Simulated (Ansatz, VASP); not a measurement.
# LiCl: VASP beside Ansatz

```
CELL_PARAMETERS angstrom
0.00000 2.57000 2.57000
2.57000 0.00000 2.57000
2.57000 2.57000 0.00000
ATOMIC_POSITIONS crystal
Li 0.00000 0.00000 0.00000
Cl 0.50000 0.50000 0.50000
```

The cell was built by a generator and isn't the measured one.

Alike in both runs: task single point; functional LDA; k mesh 6 × 6 × 6; occupations gaussian, width 0.05 eV; no spin polarisation.

```csv
,VASP,Ansatz
version,VASP 6.6.1,Ansatz 0.2.0
potentials or method,"VASP PAW LDA potentials, release 64 (Li_sv, Cl)","scalar-relativistic, plane waves, PAW"
plane-wave cutoff (eV),520,420
valence electrons in the cell,10,10
```

Ansatz gave:

| Quantity | Value |
| --- | --- |
| gap on the k mesh at the Fermi level (eV) | 5.95 |
| least direct gap on the mesh (eV) | 5.95 |

Task: What did VASP give for the same quantities?

Result: gap on the k mesh at the Fermi level (eV): 5.97; least direct gap on the mesh (eV): 5.97.

 A k mesh can miss the band edges.
